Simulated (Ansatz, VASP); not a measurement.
**NaHF2 in VASP and in Ansatz**

```
Na H F
1.0
     1.73909    1.00406    4.57730
    -1.73909    1.00406    4.57730
     0.00000   -2.00813    4.57730
Na H F
1 1 2
Direct
  0.00000 0.00000 0.00000
  0.50000 0.50000 0.50000
  0.41683 0.41683 0.41683
  0.58317 0.58317 0.58317
```

Change from the starting cell: unstrained.

Alike in both runs: task single point; functional PBEsol; k mesh 8 × 8 × 8; no spin polarisation.

|  | VASP | Ansatz |
| --- | --- | --- |
| version | VASP 6.6.1 | Ansatz 0.2.0 |
| potentials or method | VASP PAW PBE potentials, release 64 (Na_pv, H, F), cutoff 520 eV | all-electron LAPW, scalar-relativistic |
| occupations | gaussian, width 0.01 eV | fixed |

Ansatz gave:

```
gap on the k mesh at the Fermi level (eV)       : 6.90
pressure (GPa)                                  : 0.0
largest component of the traceless stress (GPa) : 0.01
rms of the force components (eV/Å)              : 0.003
```

Problem. Estimate VASP's values.

Solution. gap on the k mesh at the Fermi level (eV): 6.88; pressure (GPa): 0.0; largest component of the traceless stress (GPa): 0.41; rms of the force components (eV/Å): 0.026.

Atom by atom the forces differ by 0.023 eV/Å (rms over components). Ansatz ran all-electron here, so the differences hold the error of VASP's frozen core and of both bases.

Caveats: the PAW data sets were made with another functional, which shifts forces and pressure a little (VASP). A k mesh can miss the band edges.
